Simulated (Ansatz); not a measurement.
# TaSi2: a sublattice displacement scan

The task, for TaSi2: map the energy as every Ta atom is pushed off its site.

The COD entry's cell or inner coordinates are ideal or old and differ from later refinements, so a difference from it is no clean test against experiment.

Method: DFT PBE, scalar-relativistic, plane waves, PAW, in Ansatz 0.2.0.

**1. The starting structure**

The structure is hexagonal, space group P6_222 (No. 180). Conventional cell: a = 4.805 Å, b = 4.805 Å, c = 6.599 Å, α = 90.00°, β = 90.00°, γ = 120.00°. Around Ta (site symmetry 222) lie 10 Si at 2.62 to 2.84 Å. Around Si (site symmetry 2) lie 5 Si at 2.57 to 2.84 Å and 5 Ta at 2.62 to 2.84 Å.

As a file:

```
Ta Si
1.0
     4.80510    0.00000    0.00000
    -2.40255    4.16134    0.00000
     0.00000    0.00000    6.59887
Ta Si
3 6
Direct
  0.50000 0.00000 0.50000
  0.50000 0.50000 0.83333
  0.00000 0.50000 0.16667
  0.15892 0.31784 0.50000
  0.84108 0.15892 0.83333
  0.68216 0.84108 0.16667
  0.84108 0.68216 0.50000
  0.15892 0.84108 0.83333
  0.31784 0.15892 0.16667
```

This cell was relaxed beforehand with the same method: volume 14.66 Å³/atom, gap on the mesh none (metal).

**2. The reference cell**

The reference gives a free energy of -33615.9348 eV, pressure 0.02 GPa, largest force 0.010 eV/Å and gap on the mesh none (metal). It was computed beforehand with the settings of the runs below.

**3. Setting up a sublattice displacement scan**

Every Ta atom is moved by x along the Cartesian unit vector (0.000, 1.000, 0.000); the cell and all other atoms stay fixed. Forces below are components along that vector, summed over the moved atoms.

**4. At x = -0.100 Å**

Input file input.yaml:

```yaml
crystal:
  lattice:
    - [4.8051009126, 0.0, 0.0]
    - [-2.4025504563, 4.161339458, 0.0]
    - [0.0, 0.0, 6.5988658829]
  atoms:
    - { symbol: Ta, position: [0.487984638, -0.024030724, 0.5] }
    - { symbol: Ta, position: [0.487984638, 0.475969276, 0.8333333333] }
    - { symbol: Ta, position: [-0.012015362, 0.475969276, 0.1666666667] }
    - { symbol: Si, position: [0.1589199925, 0.317839985, 0.5] }
    - { symbol: Si, position: [0.8410800075, 0.1589199925, 0.8333333333] }
    - { symbol: Si, position: [0.682160015, 0.8410800075, 0.1666666667] }
    - { symbol: Si, position: [0.8410800075, 0.682160015, 0.5] }
    - { symbol: Si, position: [0.1589199925, 0.8410800075, 0.8333333333] }
    - { symbol: Si, position: [0.317839985, 0.1589199925, 0.1666666667] }
basis:
  ecutwfc: 420
kpoints:
  mp_grid: { grid: [9, 9, 6] }
hamiltonian:
  xc: pbe
scf:
  occupations: { method: gaussian, width: 0.15 }
output:
  forces: true
  stress: true
  eigenvalues: true
```

**5. x = 0.075 Å**

input.yaml: that of step 4 with these lines changed.

```diff
@@ -6,5 +6,5 @@
   atoms:
-    - { symbol: Ta, position: [0.487984638, -0.024030724, 0.5] }
-    - { symbol: Ta, position: [0.487984638, 0.475969276, 0.8333333333] }
-    - { symbol: Ta, position: [-0.012015362, 0.475969276, 0.1666666667] }
+    - { symbol: Ta, position: [0.5090115215, 0.018023043, 0.5] }
+    - { symbol: Ta, position: [0.5090115215, 0.518023043, 0.8333333333] }
+    - { symbol: Ta, position: [0.0090115215, 0.518023043, 0.1666666667] }
     - { symbol: Si, position: [0.1589199925, 0.317839985, 0.5] }
```

**6. Point x = -0.050 Å**

input.yaml: that of step 5 with these lines changed.

```diff
@@ -6,5 +6,5 @@
   atoms:
-    - { symbol: Ta, position: [0.5090115215, 0.018023043, 0.5] }
-    - { symbol: Ta, position: [0.5090115215, 0.518023043, 0.8333333333] }
-    - { symbol: Ta, position: [0.0090115215, 0.518023043, 0.1666666667] }
+    - { symbol: Ta, position: [0.493992319, -0.012015362, 0.5] }
+    - { symbol: Ta, position: [0.493992319, 0.487984638, 0.8333333333] }
+    - { symbol: Ta, position: [-0.006007681, 0.487984638, 0.1666666667] }
     - { symbol: Si, position: [0.1589199925, 0.317839985, 0.5] }
```

**7. At x = 0.025 Å**

input.yaml: that of step 6 with these lines changed.

```diff
@@ -6,5 +6,5 @@
   atoms:
-    - { symbol: Ta, position: [0.493992319, -0.012015362, 0.5] }
-    - { symbol: Ta, position: [0.493992319, 0.487984638, 0.8333333333] }
-    - { symbol: Ta, position: [-0.006007681, 0.487984638, 0.1666666667] }
+    - { symbol: Ta, position: [0.5030038405, 0.006007681, 0.5] }
+    - { symbol: Ta, position: [0.5030038405, 0.506007681, 0.8333333333] }
+    - { symbol: Ta, position: [0.0030038405, 0.506007681, 0.1666666667] }
     - { symbol: Si, position: [0.1589199925, 0.317839985, 0.5] }
```

**8. At x = 0.087 Å**

input.yaml: that of step 7 with these lines changed.

```diff
@@ -6,5 +6,5 @@
   atoms:
-    - { symbol: Ta, position: [0.5030038405, 0.006007681, 0.5] }
-    - { symbol: Ta, position: [0.5030038405, 0.506007681, 0.8333333333] }
-    - { symbol: Ta, position: [0.0030038405, 0.506007681, 0.1666666667] }
+    - { symbol: Ta, position: [0.5105134418, 0.0210268835, 0.5] }
+    - { symbol: Ta, position: [0.5105134418, 0.5210268835, 0.8333333333] }
+    - { symbol: Ta, position: [0.0105134418, 0.5210268835, 0.1666666667] }
     - { symbol: Si, position: [0.1589199925, 0.317839985, 0.5] }
```

**9. x = 0.062 Å**

input.yaml: that of step 8 with these lines changed.

```diff
@@ -6,5 +6,5 @@
   atoms:
-    - { symbol: Ta, position: [0.5105134418, 0.0210268835, 0.5] }
-    - { symbol: Ta, position: [0.5105134418, 0.5210268835, 0.8333333333] }
-    - { symbol: Ta, position: [0.0105134418, 0.5210268835, 0.1666666667] }
+    - { symbol: Ta, position: [0.5075096013, 0.0150192025, 0.5] }
+    - { symbol: Ta, position: [0.5075096013, 0.5150192025, 0.8333333333] }
+    - { symbol: Ta, position: [0.0075096013, 0.5150192025, 0.1666666667] }
     - { symbol: Si, position: [0.1589199925, 0.317839985, 0.5] }
```

**10. Point x = 0.037 Å**

input.yaml: that of step 9 with these lines changed.

```diff
@@ -6,5 +6,5 @@
   atoms:
-    - { symbol: Ta, position: [0.5075096013, 0.0150192025, 0.5] }
-    - { symbol: Ta, position: [0.5075096013, 0.5150192025, 0.8333333333] }
-    - { symbol: Ta, position: [0.0075096013, 0.5150192025, 0.1666666667] }
+    - { symbol: Ta, position: [0.5045057608, 0.0090115215, 0.5] }
+    - { symbol: Ta, position: [0.5045057608, 0.5090115215, 0.8333333333] }
+    - { symbol: Ta, position: [0.0045057608, 0.5090115215, 0.1666666667] }
     - { symbol: Si, position: [0.1589199925, 0.317839985, 0.5] }
```

**11. At x = 0.013 Å**

input.yaml: that of step 10 with these lines changed.

```diff
@@ -6,5 +6,5 @@
   atoms:
-    - { symbol: Ta, position: [0.5045057608, 0.0090115215, 0.5] }
-    - { symbol: Ta, position: [0.5045057608, 0.5090115215, 0.8333333333] }
-    - { symbol: Ta, position: [0.0045057608, 0.5090115215, 0.1666666667] }
+    - { symbol: Ta, position: [0.5015019203, 0.0030038405, 0.5] }
+    - { symbol: Ta, position: [0.5015019203, 0.5030038405, 0.8333333333] }
+    - { symbol: Ta, position: [0.0015019203, 0.5030038405, 0.1666666667] }
     - { symbol: Si, position: [0.1589199925, 0.317839985, 0.5] }
```

(Steps that only read results are left out.)

Before running it: what results should come out?

As calculated:

| quantity | value |
| --- | --- |
| force constant along x, from the points at -0.050, 0 and 0.013 Å | 33.61 eV/Å² for the 3 moved atoms together |

The restoring force grows by 33.61 eV/Å per Å near the site for the 3 atoms together, 11.20 on average. The undisturbed cell stays the lowest of the sampled points. Spin-orbit coupling is left out for Ta.
